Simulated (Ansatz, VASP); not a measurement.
# Os in VASP and in Ansatz

```
CELL_PARAMETERS angstrom
2.73410 0.00000 0.00000
-1.36705 2.36780 0.00000
0.00000 0.00000 4.15771
ATOMIC_POSITIONS crystal
Os 0.33333 0.66667 0.25000
Os 0.66667 0.33333 0.75000
```

Change from the starting cell: strain -0.0375 x Voigt [0, 0, 1, 0, 0, 0], atoms carried along.

Alike in both runs: task single point; functional PBEsol; k mesh 18 × 18 × 12; occupations gaussian, width 0.15 eV; no spin polarisation.

|  | VASP | Ansatz |
| --- | --- | --- |
| version | VASP 6.6.1 | Ansatz 0.2.0 |
| potentials or method | VASP PAW PBE potentials, release 64 (Os) | scalar-relativistic, plane waves, PAW |
| plane-wave cutoff (eV) | 520 | 420 |
| valence electrons in the cell | 16 | 32 |

|  | VASP | Ansatz | Ansatz less VASP |
| --- | --- | --- | --- |
| gap on the k mesh at the Fermi level (eV) | none | none | - |
| pressure (GPa) | 17.4 | 16.4 | -0.99 |
| largest component of the traceless stress (GPa) | 17.28 | 17.37 | +0.090 |

A gap of «none» marks a metal or a gap that the smearing closes. The two sets of potentials don't hold the same shells in valence.

Caveats: so large a pressure means that the cell lies far from this level's equilibrium, or that cutoff or potentials fall short (VASP); the potentials were made for another functional, which shifts forces and pressure (VASP). Spin-orbit coupling is left out, which matters for the levels of Os.
